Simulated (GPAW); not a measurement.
Input of a GPAW 26.7.0 run:

Contents of run.py:

```python
import numpy as np
from ase import Atoms
from ase.dft.bandgap import bandgap
from ase.io import write
from gpaw import GPAW, PW
from gpaw.response.df import DielectricFunction

atoms = Atoms(['W', 'W', 'S', 'S', 'S', 'S'],
              cell=[[3.1316801793, -0.0475574852, 0.0075415396],
                    [-0.0823719853, 5.4392633847, 0.0123864843],
                    [0.0401548117, 0.0380771978, 16.8299004038]],
              scaled_positions=[[0.0290642, 0.3400741, 0.99972834],
                                [0.49385752, 0.83815364, 0.99805555],
                                [0.48053501, 0.16743672, 0.90725607],
                                [0.00269686, 0.65958445, 0.90831083],
                                [0.48360463, 0.16672358, 0.09494187],
                                [0.01024179, 0.66136084, 0.09170733]],
              pbc=True)

calc = GPAW(mode=PW(500),
            xc='PBE',
            kpts={'size': (5, 3, 1), 'gamma': True},
            occupations={'name': 'fermi-dirac', 'width': 0.001},
            nbands=46,
            convergence={'density': 1e-06},
            maxiter=150,
            txt='gpaw.txt')
atoms.calc = calc
energy = atoms.get_potential_energy()
calc.write('gs.gpw')
write('result.traj', atoms)
print(f'Energy: {energy:.6f} eV')
print('Fermi level:', round(calc.get_fermi_level(), 4), 'eV')
print(f'Gap: {bandgap(calc)[0]:.4f} eV, direct: {bandgap(calc, direct=True)[0]:.4f} eV')

for size in [(5, 3, 2)]:
    name = 'x'.join(str(n) for n in size)
    dense = calc.fixed_density(kpts={'size': size, 'gamma': True},
                               nbands=80, convergence={'bands': 74, 'eigenstates': 1e-7},
                               update_fermi_level=True, txt=f'dense-{name}.txt')
    dense.write(f'{name}.gpw', mode='all')
    df = DielectricFunction(f'{name}.gpw', frequencies=np.array([0.0]), hilbert=False, eta=0.001,
                            ecut=80, nbands=74, intraband=False, txt=f'df-{name}.txt')
    for xc in ['RPA']:
        for direction in ['x', 'y', 'z', [0, 1, 1], [1, 0, 1], [1, 1, 0]]:
            e0, e = df.get_macroscopic_dielectric_constant(xc=xc, direction=direction)
            print(f'{name} {xc} {direction}: {e0:.4f} without, {e:.4f} with local fields')
```

Potentials or basis: GPAW PAW data sets (gpaw-data 1.2.1), pw.

The run is started by

```sh
$ OMP_NUM_THREADS=1 python run.py
```

Predict the electronic dielectric tensor (diagonal).

4.97, 5.25, 1.39.

Predict the band gap on the k mesh.

2.04 eV.

Electronic dielectric tensor:
```
 4.97 -0.09  0.01
-0.09  5.25  0.01
 0.01  0.01  1.39
```

Caveat: the long-wavelength limit can be off by several per cent where d states take part; spin-orbit coupling is left out, which moves the levels of the heavy elements.
